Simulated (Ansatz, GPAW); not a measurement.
Given: the input of a run of Ansatz 0.2.0 on Ti3O4. The cell comes from a database or a generator and needn't be the stable form of this composition.

The input input.yaml:

```yaml
crystal:
  lattice:
    - [-2.06590889, 2.06590889, 4.08913398]
    - [2.06590889, -2.06590889, 4.08913398]
    - [2.06590889, 2.06590889, -4.08913398]
  atoms:
    - { symbol: Ti, position: [0.75, 0.25, 0.5] }
    - { symbol: Ti, position: [0.5, 0.5, 0.0] }
    - { symbol: Ti, position: [0.25, 0.75, 0.5] }
    - { symbol: O, position: [0.75588486, 0.75588486, 0.0] }
    - { symbol: O, position: [0.5, 0.0, 0.5] }
    - { symbol: O, position: [0.24411514, 0.24411514, 0.0] }
    - { symbol: O, position: [0.0, 0.5, 0.5] }
hamiltonian:
  xc: pbesol
  pseudopotentials: { kind: paw }
kpoints:
  mp_grid: { grid: [9, 9, 9] }
scf:
  occupations: { method: fermi_dirac, width: 0.05 }
output:
  forces: true
  stress: true
  eigenvalues: true
```

Potentials or basis: Ansatz PAW.

Command:

```sh
$ ansatz run input.yaml --threads 4 --pin off --max-ram 11264MiB --backend cpu --events-out ev --progress --plain --runs-dir out
```

**Question.** What does the same run look like in GPAW 26.7.0 (ASE script)? Potentials or basis there: PAW data sets generated for this functional, cutoff 800 eV.

**Answer.** As run (cutoffs and basis follow the program's own potentials, and thresholds, step limits or extra output files can differ):

The input run.py:

```python
from ase import Atoms
from ase.dft.bandgap import bandgap
from ase.io import write
from ase.units import Bohr, GPa
from gpaw import GPAW, PW, setup_paths
from gpaw.elf import elf_from_dft_calculation

setup_paths.insert(0, '.')

atoms = Atoms(['Ti', 'Ti', 'Ti', 'O', 'O', 'O', 'O'],
              cell=[[-2.06590889, 2.06590889, 4.08913398],
                    [2.06590889, -2.06590889, 4.08913398],
                    [2.06590889, 2.06590889, -4.08913398]],
              scaled_positions=[[0.75, 0.25, 0.5],
                                [0.5, 0.5, 0.0],
                                [0.25, 0.75, 0.5],
                                [0.75588486, 0.75588486, 0.0],
                                [0.5, 0.0, 0.5],
                                [0.24411514, 0.24411514, 0.0],
                                [0.0, 0.5, 0.5]],
              pbc=True)

calc = GPAW(mode=PW(800),
            xc='PBEsol',
            kpts={'size': (9, 9, 9), 'gamma': True},
            occupations={'name': 'fermi-dirac', 'width': 0.05},
            nbands=53,
            convergence={'density': 1e-05, 'energy': 1e-05},
            maxiter=150,
            txt='gpaw.txt')
atoms.calc = calc
energy = atoms.get_potential_energy()
forces = atoms.get_forces()
stress = atoms.get_stress()
calc.write('gs.gpw')
write('result.traj', atoms)
print(f'Energy: {energy:.6f} eV')
print('Forces (eV/A):')
print(forces.round(4))
print('Stress (GPa):', (stress / GPa).round(3))
print('Fermi level:', round(calc.get_fermi_level(), 4), 'eV')
print(f'Gap: {bandgap(calc)[0]:.4f} eV, direct: {bandgap(calc, direct=True)[0]:.4f} eV')

# fields on the real-space grid
write('density.cube', atoms, data=calc.get_pseudo_density() * Bohr**3)
write('potential.cube', atoms, data=calc.get_electrostatic_potential())
write('elf.cube', atoms, data=elf_from_dft_calculation(calc).data)
```

Potentials or basis: PAW data sets generated in the run's folder for this functional, pw.

The run is started by

```console
$ gpaw-setup -f PBEsol O Ti
$ OMP_NUM_THREADS=1 python run.py
```

Both were run:

|  | Ansatz | GPAW |
| --- | --- | --- |
| Pressure | -5.7 GPa | -4.4 GPa |

Ansatz's pressure holds a Pulay term of +0.71 GPa for its cutoff of 420 eV, which the other run lacks.

Ansatz's potentials were made for PBE.

Where Ansatz's input types no cutoff or centring, it takes its own default and a Γ-centred mesh.

Pressure is positive in compression.
